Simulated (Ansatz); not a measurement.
Molecular dynamics on a 2×2×2 supercell (24 atoms) of Mg₂Si (Fm-3m), relaxed with r2SCAN. Forces come from PBEsol in the PAW code Ansatz: Langevin thermostat and barostat (NPT), 1700 K, steps of 1.5 fs. Computed, non-magnetic; the trajectory is short and the cell small, so nothing here is a converged average.

```yaml
crystal:
  lattice:
    - [0.0, 6.3379410999, 6.3379410999]
    - [6.3379410999, 0.0, 6.3379410999]
    - [6.3379410999, 6.3379410999, 0.0]
  atoms:
    - { symbol: Mg, position: [0.125, 0.125, 0.125] }
    - { symbol: Mg, position: [0.375, 0.375, 0.375] }
    - { symbol: Si, position: [0.0, 0.0, 0.0] }
    - { symbol: Mg, position: [0.125, 0.125, 0.625] }
    - { symbol: Mg, position: [0.375, 0.375, 0.875] }
    - { symbol: Si, position: [0.0, 0.0, 0.5] }
    - { symbol: Mg, position: [0.125, 0.625, 0.125] }
    - { symbol: Mg, position: [0.375, 0.875, 0.375] }
    - { symbol: Si, position: [0.0, 0.5, 0.0] }
    - { symbol: Mg, position: [0.125, 0.625, 0.625] }
    - { symbol: Mg, position: [0.375, 0.875, 0.875] }
    - { symbol: Si, position: [0.0, 0.5, 0.5] }
    - { symbol: Mg, position: [0.625, 0.125, 0.125] }
    - { symbol: Mg, position: [0.875, 0.375, 0.375] }
    - { symbol: Si, position: [0.5, 0.0, 0.0] }
    - { symbol: Mg, position: [0.625, 0.125, 0.625] }
    - { symbol: Mg, position: [0.875, 0.375, 0.875] }
    - { symbol: Si, position: [0.5, 0.0, 0.5] }
    - { symbol: Mg, position: [0.625, 0.625, 0.125] }
    - { symbol: Mg, position: [0.875, 0.875, 0.375] }
    - { symbol: Si, position: [0.5, 0.5, 0.0] }
    - { symbol: Mg, position: [0.625, 0.625, 0.625] }
    - { symbol: Mg, position: [0.875, 0.875, 0.875] }
    - { symbol: Si, position: [0.5, 0.5, 0.5] }
kpoints:
  mp_grid: { grid: [2, 2, 2] }
hamiltonian:
  xc: pbesol
scf:
  occupations: { method: fermi_dirac, width: 0.146 }
md:
  ensemble: npt_langevin
  temperature: 1700
  timestep: 1.5
  n_steps: 40
  initial_velocities: maxwell_boltzmann
  seed: 5648
```

Command: `ansatz run input.yaml --threads 4 --pin off --max-ram 5529MiB --backend cpu --events-out ev --progress --plain --runs-dir out`. It ended after 7.6 min on 4 threads of Arm Neoverse N1, on a shared host, load about 0.9 per core; peak host memory 2 GiB.

| step | t (fs) | T (K) | free energy F from step 0 (meV/atom) | kinetic energy (meV/atom) | pressure (GPa) | volume (Å³/atom) | largest force (eV/Å) |
| --- | --- | --- | --- | --- | --- | --- | --- |
| 0 | 0 | 1629 | 0.0 | 210.6 | 0.66 | 21.22 | 0.00 |
| 1 | 1.5 | 1635 | 0.8 | 211.4 | 0.69 | 21.21 | 0.19 |
| 2 | 3 | 1500 | 3.1 | 193.9 | 0.66 | 21.21 | 0.38 |
| 3 | 4.5 | 1537 | 6.9 | 198.6 | 0.78 | 21.20 | 0.58 |
| 4 | 6 | 1541 | 12.2 | 199.1 | 0.91 | 21.19 | 0.79 |
| 5 | 7.5 | 1380 | 18.8 | 178.4 | 0.93 | 21.20 | 0.99 |
| 6 | 9 | 1316 | 26.7 | 170.1 | 1.03 | 21.20 | 1.18 |
| 7 | 10.5 | 1346 | 35.9 | 174.0 | 1.21 | 21.21 | 1.37 |
| 8 | 12 | 1290 | 46.2 | 166.8 | 1.35 | 21.22 | 1.63 |
| 9 | 13.5 | 1130 | 57.2 | 146.1 | 1.43 | 21.22 | 1.87 |
| 10 | 15 | 979 | 68.4 | 126.6 | 1.51 | 21.24 | 2.08 |
| 11 | 16.5 | 910 | 79.9 | 117.6 | 1.65 | 21.25 | 2.26 |
| 12 | 18 | 862 | 91.5 | 111.4 | 1.80 | 21.26 | 2.44 |
| 13 | 19.5 | 798 | 103.1 | 103.2 | 1.94 | 21.27 | 2.59 |
| 14 | 21 | 742 | 114.2 | 95.9 | 2.05 | 21.29 | 2.72 |
| 15 | 22.5 | 681 | 124.1 | 88.0 | 2.12 | 21.31 | 2.81 |
| 16 | 24 | 681 | 132.2 | 88.0 | 2.19 | 21.33 | 2.84 |
| 17 | 25.5 | 638 | 138.8 | 82.5 | 2.20 | 21.36 | 2.80 |
| 18 | 27 | 637 | 144.0 | 82.3 | 2.21 | 21.38 | 2.71 |
| 19 | 28.5 | 640 | 147.8 | 82.7 | 2.20 | 21.40 | 2.55 |
| 20 | 30 | 633 | 150.6 | 81.8 | 2.17 | 21.42 | 2.38 |
| 21 | 31.5 | 667 | 152.5 | 86.3 | 2.16 | 21.44 | 2.21 |
| 22 | 33 | 705 | 153.9 | 91.1 | 2.15 | 21.45 | 2.04 |
| 23 | 34.5 | 743 | 154.4 | 96.0 | 2.12 | 21.46 | 1.96 |
| 24 | 36 | 755 | 154.1 | 97.5 | 2.06 | 21.47 | 1.97 |
| 25 | 37.5 | 809 | 153.1 | 104.5 | 2.01 | 21.48 | 2.01 |
| 26 | 39 | 888 | 151.2 | 114.8 | 1.94 | 21.50 | 2.04 |
| 27 | 40.5 | 989 | 148.7 | 127.9 | 1.88 | 21.52 | 2.10 |
| 28 | 42 | 992 | 146.4 | 128.2 | 1.76 | 21.53 | 2.15 |
| 29 | 43.5 | 1045 | 144.5 | 135.1 | 1.69 | 21.54 | 2.21 |
| 30 | 45 | 1055 | 143.0 | 136.4 | 1.60 | 21.55 | 2.28 |
| 31 | 46.5 | 1063 | 141.9 | 137.4 | 1.52 | 21.56 | 2.38 |
| 32 | 48 | 1182 | 140.9 | 152.8 | 1.53 | 21.56 | 2.48 |
| 33 | 49.5 | 1209 | 140.8 | 156.3 | 1.51 | 21.55 | 2.57 |
| 34 | 51 | 1243 | 141.5 | 160.6 | 1.52 | 21.55 | 2.66 |
| 35 | 52.5 | 1287 | 142.8 | 166.3 | 1.55 | 21.54 | 2.76 |
| 36 | 54 | 1356 | 145.0 | 175.3 | 1.62 | 21.54 | 2.87 |
| 37 | 55.5 | 1396 | 147.9 | 180.4 | 1.68 | 21.53 | 2.96 |
| 38 | 57 | 1405 | 150.8 | 181.6 | 1.73 | 21.53 | 3.03 |

The temperature starts at 1629 K, is lowest at step 20 (633 K, 30 fs) and ends at 1405 K. The atoms start on their lattice sites with kinetic energy alone, so much of it first passes into potential energy. The job's limit cut the run after 38 of 40 steps.

Positions (Å) and forces (eV/Å) at step 38:
```
cell (Å): 0.000 6.369 6.369; 6.369 0.000 6.369; 6.369 6.369 0.000
Mg   1.389   1.593   1.722     0.436   0.276   0.448
Mg   5.013   4.815   4.646     0.211  -0.248  -0.107
Si  -0.149   0.162   0.109    -1.557  -1.236   0.670
Mg   4.907   4.917   1.770    -0.030  -0.546  -0.391
Mg   7.970   8.224   5.036    -0.007  -0.221  -2.058
Si   3.316   3.062   0.209    -0.215   0.037   0.059
Mg   4.742   1.623   4.479     0.187   0.061   0.642
Mg   8.171   4.813   8.073    -0.591  -0.553  -0.955
Si   3.109  -0.013   3.125     0.106   0.261   0.494
Mg   8.141   4.504   4.875     0.173   0.838   0.343
Mg  10.858   8.304   8.042     0.116  -1.024  -0.282
Si   6.858   3.100   3.313    -1.143  -0.615  -1.289
Mg   0.944   4.987   4.491     1.548   0.213   0.742
Mg   5.009   7.885   7.968    -0.285   0.136  -0.075
Si  -0.248   3.228   3.230     0.614  -0.720  -0.041
Mg   4.751   7.846   4.758    -0.345   0.127   0.239
Mg   8.058  11.265   7.790    -0.014  -0.413  -0.080
Si   3.122   6.161   3.320     0.061   1.192   0.139
Mg   4.773   4.809   8.122     0.028   0.676  -0.817
Mg   7.803   7.661  11.582     1.956   1.676  -1.588
Si   3.487   3.426   6.095    -1.330  -0.439   0.723
Mg   7.966   7.978   7.548     0.351   0.073   2.044
Mg  11.029  11.045  11.219    -0.783   0.353   0.474
Si   6.421   6.318   6.208     0.513   0.097   0.665
```
